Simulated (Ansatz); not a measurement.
**B: what a guessed cell relaxes into, part 1 of 2**

The task: take a trial cell of B to zero force and stress.

Computed with Ansatz 0.2.0 (DFT PBE, scalar-relativistic, plane waves, PAW, unless a step's input says otherwise).

## 1. Starting point

Symmetry: P4_122, No. 91, tetragonal system. Conventional cell: a = 3.296 Å, b = 3.296 Å, c = 2.544 Å, α = 90.00°, β = 90.00°, γ = 90.00°. B (site symmetry 2) has 4 B at 1.66 to 1.70 Å as nearest neighbours.

Coordinates:

```
CELL_PARAMETERS angstrom
3.29578 0.00000 0.00000
0.00000 3.29578 0.00000
0.00000 0.00000 2.54447
ATOMIC_POSITIONS crystal
B 0.33849 0.00000 0.75000
B 0.66151 0.00000 0.25000
B 0.00000 0.33849 0.00000
B 0.00000 0.66151 0.50000
```

A structure generator made this guess: 4-connected net of one element (P4_122, No. 91). Lengths come from tabulated atomic sizes and are only a guess.

## 2. Probe: one point on a coarse mesh

Contents of input.yaml:

```yaml
crystal:
  lattice:
    - [3.29578497, 0.0, 0.0]
    - [0.0, 3.29578497, 0.0]
    - [0.0, 0.0, 2.54446869]
  atoms:
    - { symbol: B, position: [0.33848652, 0.0, 0.75] }
    - { symbol: B, position: [0.66151348, 0.0, 0.25] }
    - { symbol: B, position: [0.0, 0.33848652, 0.0] }
    - { symbol: B, position: [0.0, 0.66151348, 0.5] }
basis:
  ecutwfc: 420
kpoints:
  mp_grid: { grid: [6, 6, 6] }
hamiltonian:
  xc: pbe
scf:
  occupations: { method: gaussian, width: 0.1 }
  lower_state_search: "off"
output:
  forces: true
  stress: true
  eigenvalues: true
```

Started as:

```console
> ansatz run input.yaml --threads 1 --pin off --max-ram 2560MiB --backend cpu --events-out ev --progress --plain --runs-dir out
```

The log of the run (excerpt; [...] marks lines left out):

```text
Warning: RAYON_NUM_THREADS=1 ignored (pool sized by the plan → 1); use --threads N
[...]
Pseudopotentials: kind: paw
Pseudopotential: B, paw, valence charge 3, recommended cutoff 420 eV (normal), B.paw.azcp
Functional definition: PBE
[...]
Crystal: 4 atoms, lattice volume = 27.639 Å³
Basis set: ecut = 420 eV, 521 PW (Γ), exchange–correlation on 48×48×36 points (8 copies of the dense FFT grid, shifted against one another)
Bands: 10, of which v1, the nominal top of the filled ones, is band 6 counted from 1 (5 counted from 0)
Symmetry: 8 space group operations
Space group: P4122 (ITA 91), of the structure as read, at distance tolerance 3.0e-5 Å
k-points: 40 of 216 (time reversal used)
[...]
SCF iter   1: F=—  HF=-619.207331 eV  |F-HF|=—  |Δ(HF+E_count)|=         —  Δρ=7.70e-3  dr2=1.30e-2  ethr=1.77e-3  ⟨swp⟩=5.7  Hψ=2553  notcnv=0
[...]
SCF iter   6: F=-619.204266 eV  HF=-619.204266 eV  |F-HF|=4.00e-11  |Δ(HF+E_count)|=  7.03e-10  Δρ=5.08e-7  dr2=2.47e-11  ethr=7.70e-12  ⟨swp⟩=1.8  Hψ=1342  notcnv=0
[...]
SCF converged after 6 iterations
Free energy (F): -619.204266 eV
[...]
E sigma→0 (E₀):  -619.203326 eV
Entropy (-TS):   -0.001881 eV (-0.470 meV/atom)
Fermi energy:    9.605603 eV
[...]
--- Forces (eV/Å), atoms counted from 1 ---
  atom   1  B     -0.51764911     0.00000000     0.00000000
  atom   2  B      0.51764911     0.00000000    -0.00000000
  atom   3  B      0.00000000    -0.51764911     0.00000000
  atom   4  B      0.00000000     0.51764911     0.00000000
[...]
--- Stress (GPa, compression-positive) ---
       32.774383      -0.000000      -0.000000
       -0.000000      32.774383       0.000000
       -0.000000       0.000000      37.239787
  P = ⅓ Tr σ = 34.2629 GPa (342.629 kbar)
--- Band table (eV; the first three rows and the last of 40) ---
  k-point 0: bands = ["-5.8136", "3.6698", "4.5858", "4.5858", "6.1361", "10.6509", "10.6509", "12.7248", "18.0761", "18.0761"]
[...]
```

It took 0.82 s on 1 thread of AMD EPYC 7B13 (Zen 3), shared host; peak memory 0.34 GiB.

The probe gives pressure 34.3 GPa, largest force 0.52 eV/Å, gap on this mesh none (metal). A guess like this is first relaxed loosely on the coarse mesh.

## 3. A loose first relaxation

Changes to input.yaml since step 2:

```diff
@@ -23 +23,6 @@
   eigenvalues: true
+relax:
+  adjacent_minimum: "off"
+  f_tol: 0.04
+  max_steps: 70
+  cell: { stress_tol: 0.4 }
```

Started as:

```console
> ansatz run input.yaml --threads 1 --pin off --max-ram 2560MiB --backend cpu --events-out ev --progress --plain --runs-dir out
```

The log of the run:

```text
Warning: RAYON_NUM_THREADS=1 ignored (pool sized by the plan → 1); use --threads N
Engine: ansatz 0.2.0, x86_64-unknown-linux-gnu
[... 3 set-up lines as earlier in the session ...]
  parameter kappa = 0.804
  parameter beta = 0.06672455060314922
  exchange = pbe_x(kappa = kappa, mu = beta*pi^2/3)
  correlation = pbe_c(beta = beta)
Crystal: 4 atoms, lattice volume = 27.639 Å³
Basis set: ecut = 420 eV, 521 PW (Γ), exchange–correlation on 48×48×36 points (8 copies of the dense FFT grid, shifted against one another)
Bands: 10, of which v1, the nominal top of the filled ones, is band 6 counted from 1 (5 counted from 0)
[... 2 set-up lines as earlier in the session ...]
k-points: 40 of 216 (time reversal used)
Non-local potential: B, projectors of the file, l = 0: 2, l = 1: 2, l = 2: 1
PAW form: soft (Blöchl's): semilocal exchange-correlation on the pseudo side does not see the compensation charge
PAW one-centre angular grid: B, 110 points (default); XC on 64 Gauss nodes
Initial density: superposition of atomic densities (neutral atoms: chi_scale 0, normalization atom), corrected by the library's trained network
Initial wavefunctions: pseudopotential atomic-orbital guess
Functional: x = pbe(κ = 0.804, μ = 0.2195149727645171), c = pbe(β = 0.06672455060314922)
SCF iter   1: F=—  HF=-619.207331 eV  |F-HF|=—  |Δ(HF+E_count)|=         —  Δρ=7.70e-3  dr2=1.30e-2  ethr=1.77e-3  ⟨swp⟩=5.7  Hψ=2553  notcnv=0
preconditioner: auto → none  [insulator: Δε(μ)=0.156 eV  Ē_g=10.863 eV  σ=0.100 eV  W_gap=0.72  n_scr=4 (ndim 8)  ℏωp=24.5 eV  f_vac=0.000  D(μ)=0.43/eV (n_scr^D=0)  ε∞_Penn≈6.1]
SCF iter   2: F=—  HF=-619.204270 eV  |F-HF|=—  |Δ(HF+E_count)|=   3.06e-3  Δρ=3.13e-3  dr2=1.47e-3  ethr=1.08e-4  ⟨swp⟩=1.3  Hψ=781  notcnv=0
SCF iter   3: F=—  HF=-619.204238 eV  |F-HF|=—  |Δ(HF+E_count)|=   3.14e-5  Δρ=7.13e-4  dr2=6.10e-5  ethr=1.23e-5  ⟨swp⟩=2.0  Hψ=607  notcnv=0
SCF iter   4: F=—  HF=-619.204265 eV  |F-HF|=—  |Δ(HF+E_count)|=   2.68e-5  Δρ=1.15e-4  dr2=1.36e-6  ethr=5.09e-7  ⟨swp⟩=2.0  Hψ=624  notcnv=0
iter 5 did not close the SCF: its close was put off for the readings that it lacked (scf_convergence_deferred on its scf_iter line)
SCF iter   5: F=-619.204266 eV  HF=-619.204266 eV  |F-HF|=5.91e-10  |Δ(HF+E_count)|=   1.12e-6  Δρ=2.60e-6  dr2=9.23e-10  ethr=1.13e-8  ⟨swp⟩=2.3  Hψ=629  notcnv=0
SCF iter   6: F=-619.204266 eV  HF=-619.204266 eV  |F-HF|=4.05e-11  |Δ(HF+E_count)|=  5.15e-10  Δρ=5.11e-7  dr2=2.50e-11  ethr=7.70e-12  ⟨swp⟩=1.9  Hψ=1341  notcnv=0
SCF 1 converged in 6 iterations: F = -619.204266 eV  dr2 = 2.50e-11
relax step   1: F+E_penalty+E_count = -619.20426610 eV  Δ(F+E_penalty+E_count) = +0.000e0 eV  max|allowed force component| = 5.176e-1 eV/Å  Δτ_max = 0.0000 Å  P = +34.263 GPa  Ω = 27.639 Å³  (6 SCF iters, dr2 threshold 1.00e-7 eV, accepted)
Crystal: 4 atoms, lattice volume = 29.790 Å³
Basis set: ecut = 420 eV, 581 PW (Γ), exchange–correlation on 48×48×36 points (8 copies of the dense FFT grid, shifted against one another)
Initial density: handed on by an earlier stage of this run
Initial wavefunctions: those handed on with the density
iter 1 solved again at ethr=2.66e-4 eV; its pass at ethr=3.10e-3 eV (dr2=3.19e-2 eV) is discarded
SCF iter   1: F=—  HF=-619.542752 eV  |F-HF|=—  |Δ(HF+E_count)|=         —  Δρ=9.77e-3  dr2=3.17e-2  ethr=2.66e-4  ⟨swp⟩=1.0  Hψ=3125  notcnv=0
preconditioner: auto → none  [insulator: Δε(μ)=0.269 eV  Ē_g=10.359 eV  σ=0.100 eV  W_gap=0.62  n_scr=4 (ndim 8)  ℏωp=23.6 eV  f_vac=0.000  D(μ)=0.82/eV (n_scr^D=4)  ε∞_Penn≈6.2]
SCF iter   2: F=—  HF=-619.533390 eV  |F-HF|=—  |Δ(HF+E_count)|=   9.36e-3  Δρ=3.74e-3  dr2=4.28e-3  ethr=2.64e-4  ⟨swp⟩=1.4  Hψ=489  notcnv=0
SCF iter   3: F=—  HF=-619.532131 eV  |F-HF|=—  |Δ(HF+E_count)|=   1.26e-3  Δρ=4.62e-4  dr2=4.83e-5  ethr=3.57e-5  ⟨swp⟩=2.1  Hψ=637  notcnv=0
SCF iter   4: F=—  HF=-619.532135 eV  |F-HF|=—  |Δ(HF+E_count)|=   4.16e-6  Δρ=1.47e-4  dr2=3.98e-6  ethr=4.03e-7  ⟨swp⟩=2.6  Hψ=648  notcnv=0
iter 5 did not close the SCF: its close was put off for the readings that it lacked (scf_convergence_deferred on its scf_iter line)
SCF iter   5: F=-619.532136 eV  HF=-619.532136 eV  |F-HF|=4.02e-8  |Δ(HF+E_count)|=   1.06e-6  Δρ=2.05e-5  dr2=5.84e-8  ethr=3.32e-8  ⟨swp⟩=2.5  Hψ=632  notcnv=0
SCF iter   6: F=-619.532136 eV  HF=-619.532136 eV  |F-HF|=5.09e-10  |Δ(HF+E_count)|=   4.85e-8  Δρ=1.73e-6  dr2=8.76e-10  ethr=4.86e-10  ⟨swp⟩=2.2  Hψ=1533  notcnv=0
SCF 2 converged in 6 iterations: F = -619.532136 eV  dr2 = 8.76e-10
relax step   2: F+E_penalty+E_count = -619.53213645 eV  Δ(F+E_penalty+E_count) = -3.279e-1 eV  max|allowed force component| = 4.442e-1 eV/Å  Δτ_max = 0.0068 Å  P = +14.326 GPa  Ω = 29.790 Å³  energy of the carried Pulay correction = -4.493e-3 eV  (6 SCF iters, dr2 threshold 4.00e-7 eV, accepted)
Crystal: 4 atoms, lattice volume = 32.124 Å³
Basis set: ecut = 420 eV, 629 PW (Γ), exchange–correlation on 48×48×36 points (8 copies of the dense FFT grid, shifted against one another)
iter 1 solved again at ethr=2.82e-4 eV; its pass at ethr=3.10e-3 eV (dr2=3.39e-2 eV) is discarded
SCF iter   1: F=—  HF=-619.689627 eV  |F-HF|=—  |Δ(HF+E_count)|=         —  Δρ=9.92e-3  dr2=3.34e-2  ethr=2.82e-4  ⟨swp⟩=1.0  Hψ=3330  notcnv=0
preconditioner: auto → none  [insulator: Δε(μ)=0.304 eV  Ē_g=9.908 eV  σ=0.100 eV  W_gap=0.70  n_scr=4 (ndim 8)  ℏωp=22.7 eV  f_vac=0.000  D(μ)=0.46/eV (n_scr^D=0)  ε∞_Penn≈6.2]
SCF iter   2: F=—  HF=-619.680564 eV  |F-HF|=—  |Δ(HF+E_count)|=   9.06e-3  Δρ=3.93e-3  dr2=4.87e-3  ethr=2.78e-4  ⟨swp⟩=1.1  Hψ=433  notcnv=0
SCF iter   3: F=—  HF=-619.679291 eV  |F-HF|=—  |Δ(HF+E_count)|=   1.27e-3  Δρ=4.37e-4  dr2=3.38e-5  ethr=4.05e-5  ⟨swp⟩=2.1  Hψ=636  notcnv=0
SCF iter   4: F=—  HF=-619.679306 eV  |F-HF|=—  |Δ(HF+E_count)|=   1.44e-5  Δρ=9.33e-5  dr2=1.93e-6  ethr=2.81e-7  ⟨swp⟩=2.4  Hψ=637  notcnv=0
iter 5 did not close the SCF: its close was put off for the readings that it lacked (scf_convergence_deferred on its scf_iter line)
SCF iter   5: F=-619.679306 eV  HF=-619.679306 eV  |F-HF|=1.02e-8  |Δ(HF+E_count)|=   7.15e-7  Δρ=1.45e-5  dr2=5.86e-8  ethr=1.61e-8  ⟨swp⟩=2.2  Hψ=595  notcnv=0
SCF iter   6: F=-619.679306 eV  HF=-619.679306 eV  |F-HF|=7.91e-10  |Δ(HF+E_count)|=   4.39e-9  Δρ=1.67e-6  dr2=9.12e-10  ethr=4.88e-10  ⟨swp⟩=2.1  Hψ=1430  notcnv=0
SCF 3 converged in 6 iterations: F = -619.679306 eV  dr2 = 9.12e-10
relax step   3: F+E_penalty+E_count = -619.67930642 eV  Δ(F+E_penalty+E_count) = -1.472e-1 eV  max|allowed force component| = 1.795e-1 eV/Å  Δτ_max = 0.0207 Å  P = -1.285 GPa  Ω = 32.124 Å³  energy of the carried Pulay correction = -9.002e-3 eV  (6 SCF iters, dr2 threshold 4.00e-7 eV, accepted)
[... from here on, the SCF cycles and remarks between the steps are left out ...]
relax step   4: F+E_penalty+E_count = -619.68753617 eV  Δ(F+E_penalty+E_count) = -8.230e-3 eV  max|allowed force component| = 7.026e-2 eV/Å  Δτ_max = 0.0071 Å  P = -1.552 GPa  Ω = 32.178 Å³  energy of the carried Pulay correction = -9.103e-3 eV  (6 SCF iters, dr2 threshold 4.00e-7 eV, accepted)
relax step   5: F+E_penalty+E_count = -619.69175524 eV  Δ(F+E_penalty+E_count) = -4.219e-3 eV  max|allowed force component| = 1.275e-2 eV/Å  Δτ_max = 0.0054 Å  P = -0.238 GPa  Ω = 31.951 Å³  energy of the carried Pulay correction = -8.680e-3 eV  (6 SCF iters, dr2 threshold 4.00e-7 eV, accepted)
relax step   6: F+E_penalty+E_count = -619.69312146 eV  Δ(F+E_penalty+E_count) = -1.366e-3 eV  max|allowed force component| = 4.605e-3 eV/Å  Δτ_max = 0.0019 Å  P = +0.094 GPa  Ω = 31.884 Å³  energy of the carried Pulay correction = -8.555e-3 eV  (6 SCF iters, dr2 threshold 4.00e-7 eV, accepted)
relax step   7: F+E_penalty+E_count = -619.70143195 eV  Δ(F+E_penalty+E_count) = -8.310e-3 eV  max|allowed force component| = 1.678e-2 eV/Å  Δτ_max = 0.0041 Å  P = -0.028 GPa  Ω = 31.833 Å³  energy of the carried Pulay correction = -8.460e-3 eV  (6 SCF iters, dr2 threshold 4.00e-7 eV, accepted)
relax step   8: F+E_penalty+E_count = -619.92992922 eV  Δ(F+E_penalty+E_count) = -2.285e-1 eV  max|allowed force component| = 2.178e-2 eV/Å  Δτ_max = 0.0151 Å  P = -0.340 GPa  Ω = 31.500 Å³  energy of the carried Pulay correction = -7.832e-3 eV  (5 SCF iters, dr2 threshold 4.00e-7 eV, accepted)
relax step   9: F+E_penalty+E_count = -620.36457624 eV  Δ(F+E_penalty+E_count) = -4.346e-1 eV  max|allowed force component| = 1.939e-2 eV/Å  Δτ_max = 0.0108 Å  P = +0.063 GPa  Ω = 30.913 Å³  energy of the carried Pulay correction = -6.707e-3 eV  (6 SCF iters, dr2 threshold 4.00e-7 eV, accepted)
relax step  10: F+E_penalty+E_count = -620.83901769 eV  Δ(F+E_penalty+E_count) = -4.744e-1 eV  max|allowed force component| = 5.056e-1 eV/Å  Δτ_max = 0.0071 Å  P = +0.235 GPa  Ω = 30.168 Å³  energy of the carried Pulay correction = -5.248e-3 eV  (6 SCF iters, dr2 threshold 4.00e-7 eV, accepted)
relax step  11: F+E_penalty+E_count = -621.25026900 eV  Δ(F+E_penalty+E_count) = -4.113e-1 eV  max|allowed force component| = 2.644e-2 eV/Å  Δτ_max = 0.0210 Å  P = +3.863 GPa  Ω = 29.321 Å³  energy of the carried Pulay correction = -3.543e-3 eV  (6 SCF iters, dr2 threshold 4.00e-7 eV, accepted)
relax step  12: F+E_penalty+E_count = -621.33529695 eV  Δ(F+E_penalty+E_count) = -8.503e-2 eV  max|allowed force component| = 8.310e-2 eV/Å  Δτ_max = 0.0034 Å  P = +2.808 GPa  Ω = 29.176 Å³  energy of the carried Pulay correction = -3.245e-3 eV  (6 SCF iters, dr2 threshold 4.00e-7 eV, accepted)
relax step  13: F+E_penalty+E_count = -621.34170607 eV  Δ(F+E_penalty+E_count) = -6.409e-3 eV  max|allowed force component| = 8.139e-2 eV/Å  Δτ_max = 0.0039 Å  P = -0.563 GPa  Ω = 29.608 Å³  energy of the carried Pulay correction = -4.127e-3 eV  (6 SCF iters, dr2 threshold 4.00e-7 eV, accepted)
relax step  14: F+E_penalty+E_count = -621.34229942 eV  Δ(F+E_penalty+E_count) = -5.933e-4 eV  max|allowed force component| = 6.961e-3 eV/Å  Δτ_max = 0.0019 Å  P = +0.061 GPa  Ω = 29.539 Å³  energy of the carried Pulay correction = -3.986e-3 eV  (6 SCF iters, dr2 threshold 4.00e-7 eV, accepted)
relax step  15: F+E_penalty+E_count = -621.44331834 eV  Δ(F+E_penalty+E_count) = -1.010e-1 eV  max|allowed force component| = 1.994e-2 eV/Å  Δτ_max = 0.0000 Å  P = +2.530 GPa  Ω = 29.539 Å³  stress off target by 3.84e0 GPa  SCF on the basis re-selected at this cell (its energy is not comparable with the rows above)  (6 SCF iters)
relax step  16: F+E_penalty+E_count = -621.44766709 eV  Δ(F+E_penalty+E_count) = -4.349e-3 eV  max|allowed force component| = 3.895e-3 eV/Å  Δτ_max = 0.0008 Å  P = -0.219 GPa  Ω = 29.908 Å³  energy of the carried Pulay correction = -9.204e-4 eV  (6 SCF iters, dr2 threshold 4.00e-7 eV, accepted)
iter 1 solved again at ethr=1.55e-8 eV; its pass at ethr=3.10e-3 eV (dr2=1.85e-6 eV) is discarded
SCF iter   1: F=—  HF=-621.448670 eV  |F-HF|=—  |Δ(HF+E_count)|=         —  Δρ=5.62e-5  dr2=9.33e-8  ethr=1.55e-8  ⟨swp⟩=4.4  Hψ=4061  notcnv=0
preconditioner: auto → none  [metal: Δε(μ)=0.028 eV  Ē_g=11.873 eV  σ=0.100 eV  W_gap=0.15  n_scr=8 (ndim 8)  ℏωp=23.5 eV  f_vac=0.002  D(μ)=2.04/eV (n_scr^D=22)]
SCF iter   2: F=—  HF=-621.448668 eV  |F-HF|=—  |Δ(HF+E_count)|=   1.80e-6  Δρ=2.86e-5  dr2=2.42e-8  ethr=7.77e-10  ⟨swp⟩=2.1  Hψ=623  notcnv=0
iter 3 did not close the SCF: its close was put off for the readings that it lacked (scf_convergence_deferred on its scf_iter line)
SCF iter   3: F=-621.448668 eV  HF=-621.448668 eV  |F-HF|=2.02e-11  |Δ(HF+E_count)|=   2.47e-7  Δρ=6.72e-7  dr2=9.84e-11  ethr=2.01e-10  ⟨swp⟩=2.0  Hψ=640  notcnv=0
iter 4 did not close the SCF: its close was put off for the readings that it lacked (scf_convergence_deferred on its scf_iter line)
SCF iter   4: F=-621.448668 eV  HF=-621.448668 eV  |F-HF|=3.27e-11  |Δ(HF+E_count)|=  4.77e-12  Δρ=2.59e-7  dr2=4.21e-11  ethr=1.00e-12  ⟨swp⟩=2.1  Hψ=624  notcnv=0
iter 5 did not close the SCF: its close was put off for the readings that it lacked (scf_convergence_deferred on its scf_iter line)
SCF iter   5: F=-621.448668 eV  HF=-621.448668 eV  |F-HF|=1.14e-13  |Δ(HF+E_count)|=  1.27e-11  Δρ=4.23e-8  dr2=4.02e-13  ethr=1.00e-12  ⟨swp⟩=1.9  Hψ=524  notcnv=0
SCF iter   6: F=-621.448668 eV  HF=-621.448668 eV  |F-HF|=0.00e0  |Δ(HF+E_count)|=    0.00e0  Δρ=9.64e-9  dr2=2.54e-14  ethr=1.00e-12  ⟨swp⟩=1.2  Hψ=1078  notcnv=0
SCF 17 converged in 6 iterations: F = -621.448668 eV  dr2 = 2.54e-14
relax step  17: F+E_penalty+E_count = -621.44866816 eV  Δ(F+E_penalty+E_count) = -1.001e-3 eV  max|allowed force component| = 3.865e-3 eV/Å  Δτ_max = 0.0000 Å  P = -0.227 GPa  Ω = 29.908 Å³  stress off target by 2.63e-1 GPa  SCF on the basis re-selected at this cell (its energy is not comparable with the rows above)  (6 SCF iters)
basis re-selected at this cell: Δ(F+E_penalty+E_count) = -1.001e-3 eV, ΔP = -0.008 GPa vs the last step (what re-selecting the basis moved, of the pressure what is left beyond the Pulay correction that the steps carried, after the strain that the cell walked since its last selection, with what the two solves' SCF thresholds leave and, on support functions, any second-order correction that the steps lacked; it is no measure of the basis error at this ecutwfc). This SCF's stress stands 2.63e-1 GPa from its target on what of the cell is left free (relax.cell.stress_tol is 4.00e-1 GPa) and its largest allowed force component is 3.87e-3 eV/Å (relax.f_tol is 4.00e-2 eV/Å): within both
SCF converged after 6 iterations
Free energy (F): -621.448668 eV
Harris-Foulkes:  -621.448668 eV  (|F-HF|=0.00e0)
Internal energy: -621.438479 eV  (E = F + TS)
E sigma→0 (E₀):  -621.443574 eV
Entropy (-TS):   -0.010189 eV (-2.547 meV/atom)
Fermi energy:    9.578652 eV
--- Per-component energies (eV) ---
  E_band       = 30.187611
  E_kinetic    = 195.954429
  E_local      = -130.425614  (includes V_loc(G=0)·N_el)
  E_nonlocal   = 45.969232
  E_hartree    = 41.073459
  E_xc         = -128.818811
  E_vxc        = -152.979131  (∫ρ·V_xc dr)
  E_paw        = -314.184128  (= ΣΔE_a)
  E_vpaw       = -10.478213  (= ΣTr[D̂ρ^β])
  E_aug_tail   = -0.000011  (compensation charges beyond the density's cutoff)
  E_ewald      = -331.007036
  E_smearing   = -0.010189  (= −TS)
  E_closure    = 0.000000  (closes the sum)
  Σ components = -621.448668   (vs F -621.448668, Δ=0.00e0)
--- Forces (eV/Å), atoms counted from 1 ---
  atom   1  B      0.00386503    -0.00000000     0.00000000
  atom   2  B     -0.00386503     0.00000000     0.00000000
  atom   3  B      0.00000000     0.00386503    -0.00000000
  atom   4  B      0.00000000    -0.00386503     0.00000000
  max |Σ_I F_I| component: 3.82e-17 eV/Å
--- Stress (GPa, compression-positive) ---
       -0.263387      -0.000000       0.000000
       -0.000000      -0.263387       0.000000
        0.000000       0.000000      -0.155520
  P = ⅓ Tr σ = -0.2274 GPa (-2.274 kbar)
--- Band table (eV; the first three rows and the last of 40) ---
  k-point 0: bands = ["-6.8601", "-1.0625", "1.0656", "1.0656", "1.1225", "7.0243", "12.1717", "12.1717", "15.1138", "22.5920"]
  k-point 1: bands = ["-5.9505", "-0.2369", "1.8955", "2.0043", "2.2395", "8.0391", "12.4528", "12.5904", "15.9874", "16.8388"]
  k-point 2: bands = ["-3.2508", "2.0926", "4.1161", "4.1689", "5.4988", "8.4180", "10.6472", "12.2473", "15.6351", "15.9495"]
  k-point 39: bands = ["1.9029", "1.9029", "3.8516", "3.8516", "7.2180", "7.2180", "11.0078", "11.0078", "16.5059", "16.5059"]
--- Relaxed structure (15 steps of the walk, 15 accepted, 2 SCFs on fresh bases) ---
  F+E_penalty+E_count = -621.44866816 eV   max|allowed force component| = 3.865e-3 eV/Å   (the final SCF, on the basis selected at the relaxed cell)
  cell:  # Å, volume = 29.9084 Å³
    - [4.003172962734623, -1.8264746859362262e-32, 4.746541034086727e-18]
    - [-1.4065954477899672e-32, 4.003172962734623, 3.920640490181632e-32]
    - [3.664506379199219e-18, 3.026880413261128e-32, 1.8663110689563764]
  atoms:
    - { symbol: B, position: [0.3074788743479017, 1.973797773254915e-19, 0.75] }
    - { symbol: B, position: [0.6925211256520983, 1.9737977732549137e-19, 0.25] }
    - { symbol: B, position: [5.427943876451027e-19, 0.3074788743479017, -1.330529675436778e-33] }
    - { symbol: B, position: [5.427943876451014e-19, 0.6925211256520983, 0.5] }
```

Run time: 17 s. Hardware: 1 thread of AMD EPYC 7B13 (Zen 3), shared host; peak memory 0.35 GiB.

The steps of the relaxation:

| step | energy from step 1 (eV/cell) | largest force component (eV/Å) | pressure (GPa) | volume (Å³) |
| --- | --- | --- | --- | --- |
| 1 | 0.0000 | 0.5176 | 34.26 | 27.64 |
| 2 | -0.3279 | 0.4442 | 14.33 | 29.79 |
| 3 | -0.4750 | 0.1795 | -1.28 | 32.12 |
| 4 | -0.4833 | 0.0703 | -1.55 | 32.18 |
| 5 | -0.4875 | 0.0128 | -0.24 | 31.95 |
| 6 | -0.4889 | 0.0046 | 0.09 | 31.88 |
| 7 | -0.4972 | 0.0168 | -0.03 | 31.83 |
| 8 | -0.7257 | 0.0218 | -0.34 | 31.50 |
| 9 | -1.1603 | 0.0194 | 0.06 | 30.91 |
| 10 | -1.6348 | 0.5056 | 0.24 | 30.17 |
| 11 | -2.0460 | 0.0264 | 3.86 | 29.32 |
| 12 | -2.1310 | 0.0831 | 2.81 | 29.18 |
| 13 | -2.1374 | 0.0814 | -0.56 | 29.61 |
| 14 | -2.1380 | 0.0070 | 0.06 | 29.54 |
| 15 | -2.2391 | 0.0199 | 2.53 | 29.54 |
| 16 | -2.2434 | 0.0039 | -0.22 | 29.91 |
| 17 | -2.2444 | 0.0039 | -0.23 | 29.91 |

Step 1 is the start. Steps 15, 17 each repeat the geometry before them on a plane-wave basis chosen anew, so the energy can jump there without any move.

|  | before | after | change |
| --- | --- | --- | --- |
| a (Å) | 3.296 | 4.003 | +21.5 % |
| b (Å) | 3.296 | 4.003 | +21.5 % |
| c (Å) | 2.544 | 1.866 | -26.7 % |
| volume (Å³/atom) | 6.91 | 7.48 | +8.2 % |
| shortest distance (Å) | 1.659 | 1.802 | +8.6 % |
| space group (0.01 Å) | P4_122 | P4_122 | same |

The run keeps the 8 symmetry operations of the start, so it could not have lowered the symmetry.

(Continued in part 2 of 2.)
